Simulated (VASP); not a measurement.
A run of VASP 6.6.1 is set up as follows.

Contents of POSCAR:

```
Rb
1.0
   -2.8214070000      2.7950020000      2.7536450000
    2.8522830000     -2.7909000000      2.7804180000
    2.8326890000      2.8021820000     -2.7495430000
Rb
1
Direct
   -0.0036430000      0.0142020000      0.0218230000
```

File INCAR.step1:

```
SYSTEM = Rb
PREC = Accurate ; ENCUT = 520
EDIFF = 1E-6 ; ISMEAR = -1
SIGMA = 0.025 ; LREAL = .False.
LASPH = .True. ; NELM = 100
ALGO = Fast ; ISIF = 2
LWAVE = .False. ; LCHARG = .True.
GGA = PE ; IVDW = 12
NBANDS = 10
```

Contents of KPOINTS.step1:

```
Automatic mesh
0
Gamma
  5 5 5
  0 0 0
```

The input INCAR.step2:

```
SYSTEM = Rb
PREC = Accurate ; ENCUT = 520
EDIFF = 1E-6 ; ISMEAR = -5
SIGMA = 0.025 ; LREAL = .False.
LASPH = .True. ; NELM = 100
ALGO = Fast ; ISIF = 2
LWAVE = .False. ; LCHARG = .False.
GGA = PE ; IVDW = 12
LORBIT = 10 ; NBANDS = 10
NEDOS = 1001 ; ICHARG = 11
```

Contents of KPOINTS.step2:

```
Automatic mesh
0
Gamma
  8 8 8
  0 0 0
```

Potentials or basis: VASP PAW PBE potentials, release 64 (Rb_sv).

Command:

```sh
$ cat potpaw_PBE.64/Rb_sv/POTCAR > POTCAR
$ cp INCAR.step1 INCAR
$ cp KPOINTS.step1 KPOINTS
$ mpirun -np 1 vasp_std > vasp.out
$ cp INCAR.step2 INCAR
$ cp KPOINTS.step2 KPOINTS
$ mpirun -np 1 vasp_std > vasp.out
```

Task: Predict the dispersion energy per atom.

Result: -0.105 eV.

States per cell in windows of 0.5 eV (zero at the Fermi level; states under -8 eV left out):
| from (eV) | total | Rb1_d | Rb1_p | Rb1_s |
| --- | --- | --- | --- | --- |
| -8.0 | 0.00 | 0.00 | 0.00 | 0.00 |
| -7.5 | 0.00 | 0.00 | 0.00 | 0.00 |
| -7.0 | 0.00 | 0.00 | 0.00 | 0.00 |
| -6.5 | 0.00 | 0.00 | 0.00 | 0.00 |
| -6.0 | 0.00 | 0.00 | 0.00 | 0.00 |
| -5.5 | 0.00 | 0.00 | 0.00 | 0.00 |
| -5.0 | 0.00 | 0.00 | 0.00 | 0.00 |
| -4.5 | 0.00 | 0.00 | 0.00 | 0.00 |
| -4.0 | 0.00 | 0.00 | 0.00 | 0.00 |
| -3.5 | 0.00 | 0.00 | 0.00 | 0.00 |
| -3.0 | 0.00 | 0.00 | 0.00 | 0.00 |
| -2.5 | 0.00 | 0.00 | 0.00 | 0.00 |
| -2.0 | 0.10 | 0.00 | 0.00 | 0.00 |
| -1.5 | 0.20 | 0.00 | 0.00 | 0.01 |
| -1.0 | 0.30 | 0.00 | 0.01 | 0.01 |
| -0.5 | 0.42 | 0.01 | 0.01 | 0.01 |
| 0.0 | 0.58 | 0.01 | 0.01 | 0.02 |
| 0.5 | 0.47 | 0.02 | 0.01 | 0.01 |
| 1.0 | 1.05 | 0.06 | 0.04 | 0.00 |
| 1.5 | 0.77 | 0.07 | 0.02 | 0.00 |
| 2.0 | 0.98 | 0.12 | 0.01 | 0.01 |
| 2.5 | 0.88 | 0.13 | 0.01 | 0.01 |
| 3.0 | 0.71 | 0.10 | 0.01 | 0.01 |
| 3.5 | 0.99 | 0.16 | 0.02 | 0.02 |
| 4.0 | 1.30 | 0.28 | 0.02 | 0.02 |
| 4.5 | 1.34 | 0.38 | 0.01 | 0.01 |
| 5.0 | 1.73 | 0.56 | 0.02 | 0.01 |
| 5.5 | 0.21 | 0.05 | 0.00 | 0.01 |
| 6.0 | 0.00 | 0.00 | 0.00 | 0.00 |
| 6.5 | 0.00 | 0.00 | 0.00 | 0.00 |
